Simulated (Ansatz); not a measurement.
# MoS2 in Ansatz: settings compared

The runs below take MoS2 through relaxation of cell and atoms, with HSE06, PBE0.

All numbers are computed with Ansatz 0.2.0; they aren't measurements. Logs are shortened: lines on timing, memory, paths and dates and some standing lists are left out, and cuts for length are marked.

## Step 1: The structure

The cell holds a slab with vacuum, 3 atoms: a = 3.184 Å, b = 3.184 Å, c = 17.335 Å, α = 90.00°, β = 90.00°, γ = 120.00°.

## Step 2: Relaxation of cell and atoms, HSE06

File input:

```
crystal:
  lattice:
    - [3.1841260822, 0.0, 0.0]
    - [-1.5920630411, 2.757534076, 0.0]
    - [0.0, 0.0, 17.33459995]
  atoms:
    - { symbol: Mo, position: [0.0, 0.0, 0.0] }
    - { symbol: S, position: [0.3333333333, 0.6666666667, 0.91050702] }
    - { symbol: S, position: [0.3333333333, 0.6666666667, 0.08949298] }
hamiltonian:
  xc: hse06
  pseudopotentials: { kind: paw }
kpoints:
  mp_grid: { grid: [6, 6, 2] }
scf:
  occupations: { method: fermi_dirac, width: 0.05 }
output:
  forces: true
  stress: true
  eigenvalues: true
  write_density: true
  write_potential: true
  elf: true
  volumetric_format: npy
relax:
  f_tol: 0.01
  max_steps: 40
  cell: { stress_tol: 0.05 }
```

Potentials or basis: Ansatz PAW.

Log:

```text
GPUs: using 1 of 1 available (devices: 1).
Engine: ansatz 0.2.0, x86_64-unknown-linux-gnu
Pseudopotentials: kind: paw
Pseudopotential: Mo, paw, valence charge 14, recommended cutoff 420 eV (normal), Mo.paw.azcp
Pseudopotential: S, paw, valence charge 6, recommended cutoff 420 eV (normal), S.paw.azcp
Functional definition: HSE06
  parameter a = 0.25
  parameter omega = 0.11/bohr
  exchange = pbe_x - a*pbe_x_sr(omega) + a*exact_x_sr(omega)
  correlation = pbe_c
device memory: the entry about to start is reckoned to put 0.8 GiB on a device that reports 50.6 GiB free (of which the cap on the GPU budget leaves the run 18.0 GiB)
GPU FFT provider: cuFFT
GPU libraries: cuBLAS 13.8.2, cuFFT 12.4.0, cuSOLVER 12.3.4
Crystal: 3 atoms, lattice volume = 152.204 Å³
Basis set: ecut = 420 eV, 3021 PW (Γ), exchange–correlation on 48×48×240 points (8 copies of the dense FFT grid, shifted against one another)
Bands: 17, of which v1, the nominal top of the filled ones, is band 13 counted from 1 (12 counted from 0)
Symmetry: 12 space group operations
Space group: P-6m2 (ITA 187), of the structure as read, at distance tolerance 5.3e-5 Å
k-points: 14 of 72 (time reversal used)
Non-local potential: Mo, projectors of the file, l = 0: 3, l = 1: 2, l = 2: 2, l = 3: 1
Non-local potential: S, projectors of the file, l = 0: 2, l = 1: 2, l = 2: 2
PAW form: soft (Blöchl's): semilocal exchange-correlation on the pseudo side does not see the compensation charge
PAW frozen core: Mo, regenerated for the run's functional, and the local potential with it (the file was generated under x = pbe(κ = 0.804, μ = 0.2195149727645171), c = pbe(β = 0.06672455060314922))
PAW frozen core: S, regenerated for the run's functional, and the local potential with it (the file was generated under x = pbe(κ = 0.804, μ = 0.2195149727645171), c = pbe(β = 0.06672455060314922))
PAW one-centre angular grid: Mo, 590 points (default); XC on 64 Gauss nodes
PAW one-centre angular grid: S, 110 points (default); XC on 64 Gauss nodes
Initial density: superposition of atomic densities (neutral atoms: chi_scale 0, normalization atom), corrected by the library's trained network
Initial wavefunctions: pseudopotential atomic-orbital guess
GPU buffer pool allocated for 69120 grid points (all kernels)
GPU transforms: local potential and band sums: pruned to the plane-wave sphere, on 24×24×120
Functional: x = pbe(κ = 0.804, μ = 0.2195149727645171), c = pbe(β = 0.06672455060314922), warm-up for x = pbe(κ = 0.804, μ = 0.2195149727645171) + 0.25 (exact − pbe) at short range (hse, ω = 0.20786987370883472 Å⁻¹), c = pbe(β = 0.06672455060314922); HSE06 as pw.x's `hse` composes it (authors' and Libxc's form: `xc: wpbeh`)
SCF iter   1: F=—  HF=-6762.801445 eV  |F-HF|=—  |Δ(HF+E_count)|=         —  Δρ=3.30e-3  dr2=5.31e-3  ethr=1.77e-3  ⟨swp⟩=5.3  Hψ=996  notcnv=0
preconditioner: auto → none  [insulator: Δε(μ)=1.580 eV  Ē_g=8.063 eV  σ=0.050 eV  W_gap=1.00  n_scr=10 (ndim 8)  ℏωp=12.8 eV  f_vac=0.618  D(μ)=0.00/eV (n_scr^D=0)]
SCF iter   2: F=—  HF=-6762.808434 eV  |F-HF|=—  |Δ(HF+E_count)|=   6.99e-3  Δρ=1.99e-3  dr2=6.67e-3  ethr=2.04e-5  ⟨swp⟩=3.8  Hψ=662  notcnv=0
SCF iter   3: F=—  HF=-6762.810555 eV  |F-HF|=—  |Δ(HF+E_count)|=   2.12e-3  Δρ=1.78e-3  dr2=1.01e-2  ethr=2.04e-5  ⟨swp⟩=3.6  Hψ=615  notcnv=0
iter 4 solved again at ethr=7.29e-7 eV; its pass at ethr=2.04e-5 eV (dr2=1.90e-4 eV) is discarded
SCF iter   4: F=—  HF=-6762.809922 eV  |F-HF|=—  |Δ(HF+E_count)|=   6.33e-4  Δρ=7.35e-4  dr2=1.84e-4  ethr=7.29e-7  ⟨swp⟩=3.0  Hψ=913  notcnv=0
SCF iter   5: F=—  HF=-6762.810461 eV  |F-HF|=—  |Δ(HF+E_count)|=   5.39e-4  Δρ=4.20e-5  dr2=1.06e-6  ethr=7.07e-7  ⟨swp⟩=3.0  Hψ=524  notcnv=0
SCF iter   6: F=—  HF=-6762.810462 eV  |F-HF|=—  |Δ(HF+E_count)|=   1.36e-6  Δρ=1.01e-5  dr2=8.41e-8  ethr=4.09e-9  ⟨swp⟩=3.3  Hψ=542  notcnv=0
SCF iter   7: F=—  HF=-6762.810462 eV  |F-HF|=—  |Δ(HF+E_count)|=   2.36e-7  Δρ=1.98e-6  dr2=4.25e-9  ethr=3.24e-10  ⟨swp⟩=3.0  Hψ=526  notcnv=0
[... 226 lines left out ...]
GPU FFT provider: cuFFT
GPU libraries: cuBLAS 13.8.2, cuFFT 12.4.0, cuSOLVER 12.3.4
GPU buffer pool allocated for 69120 grid points (all kernels)
GPU transforms: local potential and band sums: pruned to the plane-wave sphere, on 24×24×120
Exchange kernel: α = 0.2500, screened, ω = 0.2079 Å⁻¹, Wigner–Seitz truncation, v(0) = 1044.2290 eV·Å³, q-mesh 6×6×2, nearest image of the exchange supercell L = 18.90 Å, pair-density grid 15×15×75, without the augmentation charges, whose exchange is taken in its separable form by FFT convolution over the k-point mesh (sized by the pseudopotential files, 20×20×120 at the most), smooth part of the exact exchange by density-matrix convolution in up to 4.24 GiB of GPU memory as planned if the GPU has room (build and FFT work areas not counted)
Frozen-core exchange: fock
SCF iter   1: F=—  HF=-6765.834114 eV  |F-HF|=—  |Δ(HF+E_count)|=         —  Δρ=1.35e-7  dr2=4.04e-11  ethr=1.29e-12  ⟨swp⟩=15.0  Hψ=1013  notcnv=2
preconditioner: auto → none  [insulator: Δε(μ)=2.232 eV  Ē_g=9.654 eV  σ=0.050 eV  W_gap=1.00  n_scr=10 (ndim 8)  ℏωp=12.9 eV  f_vac=0.619  D(μ)=0.00/eV (n_scr^D=0)]
SCF iter   2: F=-6765.834114 eV  HF=-6765.834114 eV  |F-HF|=3.64e-12  |Δ(HF+E_count)|=  9.09e-12  Δρ=2.35e-8  dr2=4.22e-13  ethr=1.00e-12  ⟨swp⟩=2.0  Hψ=420  notcnv=0
SCF 14 converged in 2 iterations: F = -6765.834114 eV  dr2 = 4.22e-13
  Residual-converged pass: ⟨swp⟩=5.2  Hψ=803  notcnv=0  max |occ|·‖R‖ = 9.3e-9 eV (tolerance 1.0e-8 eV)  dr2=4.20e-13  dr2_onsite=4.95e-14  max |Δocc| = 1.4e-22
hybrid outer 2: dexx = +1.222e-12 eV, tail = 9.77e-13 eV, Δε = 4.58e-6 eV (about 7.24e-7 eV left of the loop's levels), ΔF = 1.25e-5 eV/Å (tail 5.02e-5)
relax step   5: F+E_penalty+E_count = -6765.83411412 eV  Δ(F+E_penalty+E_count) = +1.583e-4 eV  max|allowed force component| = 1.598e-4 eV/Å  Δτ_max = 0.0000 Å  P = -0.001 GPa  Ω = 148.948 Å³  stress off target by 1.06e-3 GPa  SCF on the basis re-selected at this cell (its energy is not comparable with the rows above)  (8 SCF iters)
basis re-selected at this cell: Δ(F+E_penalty+E_count) = +1.583e-4 eV, ΔP = +0.000 GPa vs the last step (what re-selecting the basis moved, of the pressure what is left beyond the Pulay correction that the steps carried, after the strain that the cell walked since its last selection, with what the two solves' SCF thresholds leave and, on support functions, any second-order correction that the steps lacked; it is no measure of the basis error at this ecutwfc). This SCF's stress stands 1.06e-3 GPa from its target on what of the cell is left free (relax.cell.stress_tol is 5.00e-2 GPa) and its largest allowed force component is 1.60e-4 eV/Å (relax.f_tol is 1.00e-2 eV/Å): within both
WARN: The output density's exchange-correlation potential varies sharply where the density is thin. Do not read a vacuum level from v_tot or v_xc, or from such a field of the output density. On a cell that repeats whose density bears no net charge and no dipole along the vacuum's axis use v_es (v_loc + v_h of the components); under efield.dipole_correction with no amplitude use v_es + v_field, which holds any external_charges[].barrier, or the levels of the report's work_function block, which leave it out; under a non-zero efield.amplitude the vacuum is tilted and has no level; on a cell that repeats and bears such a dipole with no correction it is tilted too, and efield.dipole_correction with no amplitude gives each side of its ramp a level where efield: is served; in a cell that repeats whose density bears a net charge (total_charge, or a fill off its count) it is curved and has none; of a slab under crystal.periodic whose density bears no net charge use v_es, which has a level on each side, short of where the two are joined; of another it falls or rises all the way out and has none; of a slab beside external_charges read slab_vacuum_level instead, which it has where they leave it neutral. The grid or the basis barely resolves most such structure, and the values can differ between equally converged runs; as a rule a tighter scf.convergence.dr2_threshold does not remove it. Where the density itself ripples (under the LDA too) a higher basis.ecutwfc lessens it. The files hold the spikes' plane waves up to the density's cutoff. Files: v_tot_of_output_density and the like, and their columns of v_z.tsv (output.write_potential); v_xc_of_output_density and the like, and their columns of v_comp_z.tsv (output.write_potential_components). Measured: with its Gaussian average of σ = 0.25 Å subtracted twice, the exchange-correlation potential is over 0.1 eV at 1 of the grid points where the equally averaged density (valence and model cores) is under 1e-3 e/Å³, and 0.163 eV at the most among them, at an averaged density of 4.5e-9 e/Å³. See output.write_potential in the manual, Limitations
hybrid SCF converged: 2 outer / 8 inner (+0 warm-up), last move |dexx| = 1.22e-12 eV, tail = 9.77e-13 eV
Stability not checked: this state was not tested for a lower state beside it, because the functional holds exact exchange (a hybrid, or Hartree-Fock), whose exchange loop this test does not read (fock_operator; see scf.lower_state_search)
Free energy (F): -6765.834114 eV
Frozen-core exchange: fock
Harris-Foulkes:  -6765.834114 eV  (|F-HF|=3.64e-12)
Internal energy: -6765.834114 eV  (E = F + TS)
E sigma→0 (E₀):  -6765.834114 eV
Fermi energy:    0.564708 eV
--- Per-component energies (eV) ---
  E_band       = -472.179496
  E_kinetic    = 655.363531
  E_local      = -13310.132098  (includes V_loc(G=0)·N_el)
  E_nonlocal   = 197.080444
  E_hartree    = 6292.214309
  E_xc         = -303.861357
  E_vxc        = -323.619396  (∫ρ·V_xc dr)
  E_exx        = -64.545410  (= α·E_x^exact, valence–valence)
  E_paw        = -4413.993268  (= ΣΔE_a)
  E_vpaw       = -146.209812  (= ΣTr[D̂ρ^β])
  E_aug_tail   = 0.000037  (compensation charges beyond the density's cutoff)
  E_ewald      = 4182.665639
  E_core_change = -0.625942  (= ΣΔE_core)
  E_smearing   = -0.000000  (= −TS)
  E_closure    = -0.000000  (closes the sum)
  Σ components = -6765.834114   (vs F -6765.834114, Δ=0.00e0)
--- Forces (eV/Å), atoms counted from 1 ---
  atom   1  Mo     0.00000000     0.00000000    -0.00000000
  atom   2  S     -0.00000000    -0.00000000     0.00015983
  atom   3  S     -0.00000000    -0.00000000    -0.00015983
  max |Σ_I F_I| component: 5.67e-17 eV/Å
--- Stress (GPa, compression-positive) ---
       -0.000436      -0.000000      -0.000000
       -0.000000      -0.000436       0.000000
       -0.000000       0.000000      -0.001064
  P = ⅓ Tr σ = -0.0006 GPa (-0.006 kbar)
--- Band table (eV; the first three rows and the last of 14) ---
  k-point 0: bands = ["-65.3716", "-38.1345", "-37.8465", "-37.8465", "-16.4130", "-14.8795", "-7.0792", "-3.6564", "-3.6564", "-2.6893", "-2.2724", "-2.2724", "-0.6089", "3.0614", "3.0614", "3.3492", "3.3492"]
  k-point 1: bands = ["-65.3716", "-38.1345", "-37.8465", "-37.8465", "-16.4130", "-14.8795", "-7.0792", "-3.6564", "-3.6564", "-2.6893", "-2.2724", "-2.2724", "-0.6089", "3.0614", "3.0614", "3.3492", "3.3492"]
  k-point 2: bands = ["-65.3587", "-38.1090", "-37.9757", "-37.8758", "-15.9545", "-14.7024", "-6.6017", "-4.5029", "-3.9481", "-3.1747", "-2.9155", "-1.8678", "-0.9405", "2.5029", "2.8751", "2.8849", "3.7617"]
  k-point 13: bands = ["-65.3132", "-38.2166", "-38.1754", "-38.0188", "-13.9141", "-13.8765", "-6.8157", "-5.9116", "-5.2371", "-4.7036", "-3.8931", "-3.1210", "-0.5553", "1.6765", "3.3786", "3.9648", "5.5807"]
--- Relaxed structure (4 steps of the walk, 4 accepted, 1 SCFs on fresh bases) ---
  F+E_penalty+E_count = -6765.83411412 eV   max|allowed force component| = 1.598e-4 eV/Å   (the final SCF, on the basis selected at the relaxed cell)
  cell:  # Å, volume = 148.9480 Å³
    - [3.1500124395280045, 0.0, 0.0]
    - [-1.5750062197640022, 2.7279907948682443, 0.0]
    - [0.0, 0.0, 17.333227441073312]
  atoms:
    - { symbol: Mo, position: [-3.0814879110195774e-33, -2.8783559898885975e-17, 0.0] }
    - { symbol: S, position: [0.33333333333333337, 0.6666666666666667, 0.9107015170650906] }
    - { symbol: S, position: [0.33333333333333337, 0.6666666666666667, 0.08929848293490916] }
```

Wall time 64 s (1 × NVIDIA H100 80GB HBM3 with 2 threads of AMD EPYC 7R13 (Zen 3), shared host); peak memory 2.8 GiB.

Results:

* Free energy: -6765.8341 eV
* Relaxed volume: 49.65 Å³/atom
* Relaxed cell: a = 3.150 Å, b = 3.150 Å, c = 17.333 Å, α = 90.00°, β = 90.00°, γ = 120.00°
* Space group after relaxing (to 0.05 Å): P-6m2 (No. 187)
* Energy gained by relaxing: 5.3 meV/atom
* Ionic steps: 5
* Band gap on the k mesh: 2.23 eV, direct

Step by step:
| step | energy change (eV) | largest force (eV/Å) | volume (Å³) |
| --- | --- | --- | --- |
| 1 | 0.0000 | 0.2943 | 152.20 |
| 2 | -0.0126 | 0.0539 | 147.26 |
| 3 | -0.0159 | 0.0176 | 149.05 |
| 4 | -0.0160 | 0.0002 | 148.95 |
| 5 | -0.0158 | 0.0002 | 148.95 |

Final structure:
```
CELL_PARAMETERS angstrom
3.15001 0.00000 0.00000
-1.57501 2.72799 0.00000
0.00000 0.00000 17.33323
ATOMIC_POSITIONS crystal
Mo 0.00000 0.00000 0.00000
S 0.33333 0.66667 0.91070
S 0.33333 0.66667 0.08930
```

Levels at points of the mesh, in eV from the valence-band top:
```
             k point  band 10  band 11  band 12  band 13  band 14  band 15  band 16  band 17
  (0.00, 0.00, 0.00)    -2.13    -1.72    -1.72    -0.05     3.62     3.62     3.90     3.90
 (0.00, 0.00, -0.50)    -2.13    -1.72    -1.72    -0.05     3.62     3.62     3.90     3.90
 (0.00, -0.50, 0.00)    -3.68    -2.24    -1.16    -0.80     3.02     3.60     4.85     5.43
(0.00, -0.50, -0.50)    -3.68    -2.24    -1.16    -0.80     3.02     3.60     4.85     5.43
```

Caveat: the plane-wave basis is chosen anew once the cell has moved, so the energies of steps on either side of that aren't comparable; the PAW data sets come from PBE, with cores solved anew for the run's functional, which leaves a small shift of forces and pressure.

## Step 3: Relaxation of cell and atoms, PBE0

Edit input of step 2 so:

```diff
@@ -10,3 +10,3 @@
 hamiltonian:
-  xc: hse06
+  xc: pbe0
   pseudopotentials: { kind: paw }
```

Potentials or basis: Ansatz PAW.

Run time: 68 s. Hardware: 1 × NVIDIA H100 80GB HBM3 with 2 threads of AMD EPYC 7R13 (Zen 3), shared host; peak memory 2.8 GiB.

The run converged. Its results:

```
Free energy                            : -6765.8153 eV
Relaxed volume                         : 49.62 Å³/atom
Relaxed cell                           : a = 3.149 Å, b = 3.149 Å, c = 17.333 Å, α = 90.00°, β = 90.00°, γ = 120.00°
Space group after relaxing (to 0.05 Å) : P-6m2 (No. 187)
Energy gained by relaxing              : 5.5 meV/atom
Ionic steps                            : 5
Band gap on the k mesh                 : 2.90 eV, direct
```

Step by step:
```csv
step,energy change (eV),largest force (eV/Å),volume (Å³)
1,0.0000,0.2884,152.20
2,-0.0125,0.0698,147.01
3,-0.0166,0.0138,148.94
4,-0.0167,0.0001,148.85
5,-0.0165,0.0000,148.85
```

Final structure:
```
Mo S
1.0
     3.14893    0.00000    0.00000
    -1.57447    2.72706    0.00000
     0.00000    0.00000   17.33350
Mo S
1 2
Direct
  0.00000 0.00000 0.00000
  0.33333 0.66667 0.91067
  0.33333 0.66667 0.08933
```

Levels at points of the mesh, in eV from the valence-band top:
```csv
k point,band 9,band 10,band 11,band 12,band 13,band 14,band 15,band 16,band 17
"(0.00, 0.00, 0.00)",-3.15,-2.19,-1.73,-1.73,-0.08,4.32,4.32,4.62,4.62
"(0.00, 0.00, -0.50)",-3.15,-2.19,-1.73,-1.73,-0.08,4.32,4.32,4.62,4.62
"(0.00, -0.50, 0.00)",-4.84,-3.73,-2.30,-1.18,-0.83,3.72,4.32,5.57,6.16
"(0.00, -0.50, -0.50)",-4.84,-3.73,-2.30,-1.18,-0.83,3.72,4.32,5.57,6.16
```

Caveat: the plane-wave basis is chosen anew once the cell has moved, so the energies of steps on either side of that aren't comparable; the PAW data sets come from PBE, with cores solved anew for the run's functional, which leaves a small shift of forces and pressure.
